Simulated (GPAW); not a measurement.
A run of GPAW 26.7.0 is set up as follows.

The input run.py:

```python
from ase.dft.bandgap import bandgap
from ase.io import read, write
from ase.units import GPa
from gpaw import GPAW, PW

atoms = read('Cr.xyz')
atoms.set_initial_magnetic_moments([2.16, -0.29])

calc = GPAW(mode=PW(600),
            xc='LDA',
            kpts={'size': (11, 11, 6), 'gamma': True},
            occupations={'name': 'fermi-dirac', 'width': 0.05},
            nbands=17,
            convergence={'density': 1e-05, 'energy': 1e-05},
            maxiter=150,
            txt='gpaw.txt')
atoms.calc = calc
energy = atoms.get_potential_energy()
forces = atoms.get_forces()
stress = atoms.get_stress()
calc.write('gs.gpw')
write('result.traj', atoms)
print(f'Energy: {energy:.6f} eV')
print('Forces (eV/A):')
print(forces.round(4))
print('Stress (GPa):', (stress / GPa).round(3))
print('Moments:', calc.get_magnetic_moments().round(3))
print('Fermi level:', round(calc.get_fermi_level(), 4), 'eV')
print(f'Gap: {bandgap(calc)[0]:.4f} eV, direct: {bandgap(calc, direct=True)[0]:.4f} eV')
```

Contents of Cr.xyz:

```xyz
2
Lattice="2.7140000000 0.0000000000 0.0000000000 -1.3570000000 2.3503929459 0.0000000000 0.0000000000 0.0000000000 4.4100000000" Properties=species:S:1:pos:R:3 pbc="T T T"
Cr     1.3570000001      0.7834643152      3.3075000000
Cr    -0.0000000001      1.5669286307      1.1025000000
```

Potentials or basis: the program's PAW data sets (release 1.2.1) made for this functional, pw.

Run with:

```console
$ OMP_NUM_THREADS=1 python run.py
```

(1) Predict the pressure.

(2) Estimate the band gap on the k mesh.

(3) What does it give for the net moment?

(4) Estimate the site moments.

## Answers

(1) -39.0 GPa.

(2) none (metal or under the smearing width).

(3) 1.33 μB per cell.

(4) Cr +0.58 μB.

Caveat: a pressure of tens of GPa on the cell as given is suspect, and the run, the potentials or the cell itself is likely at fault.
